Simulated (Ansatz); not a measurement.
ZrSe2:

```
Zr Se
1.0
     3.79800    0.00000    0.00000
    -1.89900    3.28916    0.00000
     0.00000    0.00000    6.19200
Zr Se
1 2
Direct
  0.00000 0.00000 0.00000
  0.66667 0.33333 0.75000
  0.33333 0.66667 0.25000
```

Program: Ansatz 0.2.0. Alike in all runs: task density of states; potentials or basis all-electron LAPW, scalar-relativistic; no spin polarisation; cell as given; k mesh 8 × 8 × 5; cutoff (eV) 216; smearing fermi-dirac 0.05 eV; basis error allowed 0.002 eV/atom.

Q: Order these runs on this cell by their pressure, lowest first.
A. level PBEsol+U; U Zr d U = 4 eV
B. level PBEsol+U; U Zr d U = 8 eV
C. level PBEsol
D. level PBEsol+U; U Zr d U = 6 eV
E. level PBEsol+U; U Zr d U = 2 eV

A: C (-1.2 GPa), E (0.4 GPa), A (2.4 GPa), D (4.5 GPa), B (6.7 GPa).

Caveats: an odd mesh through Γ misses points on the zone boundary, where band edges often lie; this functional lacks dispersion, which binds the layers, so the pressure and a relaxed spacing across them are unreliable; the density of states is complete only up to the lowest level of the last band computed; U is the effective U less J, on atomic orbitals that reach past the spheres (some runs).
